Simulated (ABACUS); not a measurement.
Input of an ABACUS 3.10.1 run:

The input INPUT:

```
INPUT_PARAMETERS
suffix              W
calculation         scf
basis_type          pw
pseudo_dir          ./
symmetry            1
dft_functional      pbe
ecutwfc             74
pseudo_rcut         10
nspin               1
nbands              11
ks_solver           dav
smearing_method     fd
smearing_sigma      0.00367493
scf_thr             1e-08
scf_nmax            100
mixing_type         broyden
mixing_beta         0.7
cal_force           1
cal_stress          1
kpar                4
```

The input STRU:

```
ATOMIC_SPECIES
W 183.8400 W.upf

LATTICE_CONSTANT
1.8897261246

LATTICE_VECTORS
-1.5823450000 1.5823450000 1.5823450000
1.5823450000 -1.5823450000 1.5823450000
1.5823450000 1.5823450000 -1.5823450000

ATOMIC_POSITIONS
Direct

W
0.0
1
0.0000000000 0.0000000000 0.0000000000 1 1 1
```

Contents of KPT:

```
K_POINTS
0
Gamma
12 12 12 0 0 0
```

Potentials or basis: PseudoDojo NC SR 0.4.1 PBE standard, plane waves.

The run is started by

```sh
$ OMP_NUM_THREADS=1 mpirun -np 4 abacus > log
```

**Question.** Estimate the pressure.

**Answer.** 6.0 GPa.

**Question.** Predict the band gap on the k mesh.

**Answer.** None (metal or under the smearing width).

Spin-orbit coupling is left out, which matters for the levels of W.
